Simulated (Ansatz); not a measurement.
P:

```
CELL_PARAMETERS angstrom
1.72573 0.99635 3.12968
-1.72573 0.99635 3.12968
0.00000 -1.99270 3.12968
ATOMIC_POSITIONS crystal
P 0.77292 0.77292 0.77292
P 0.22708 0.22708 0.22708
```

This isn't the form of P at room conditions, which is orthorhombic.

| Item | Value |
| --- | --- |
| Program | Ansatz 0.2.0 |
| Task | single point |
| Functional | PBE |
| Potentials or basis | all-electron LAPW, scalar-relativistic |
| Cutoff | 219 eV (chosen from the basis error) |
| Basis error allowed | 0.001 eV/atom |
| k mesh | 9 × 9 × 9 |
| Occupations | fermi-dirac, width 0.05 eV |
| Spin | no spin polarisation |

On this cell: pressure 1.8 GPa; largest force 0.231 eV/Å; band gap on the k mesh none (metal or under the smearing width).

The same run follows on a disturbed copy (atoms moved at random, drawn with an rms of 0.05 Å):

```
P
1.0
     1.72573    0.99635    3.12968
    -1.72573    0.99635    3.12968
     0.00000   -1.99270    3.12968
P
2
Direct
  0.76363 0.77121 0.76339
  0.22196 0.22899 0.22684
```

Task: What does the disturbed cell give?

Result: The energy (extrapolated to zero smearing) moves by -0.1 meV/atom; pressure 0.0 GPa; largest force 0.226 eV/Å; band gap on the k mesh none (metal or under the smearing width).

Forces on the atoms (eV/Å):
```
P    0.004 -0.043  0.222
P   -0.004  0.043 -0.222
```

Stress tensor (GPa, compression positive):
```
 0.86 -0.01 -0.01
-0.01  0.76  0.17
-0.01  0.17 -1.52
```
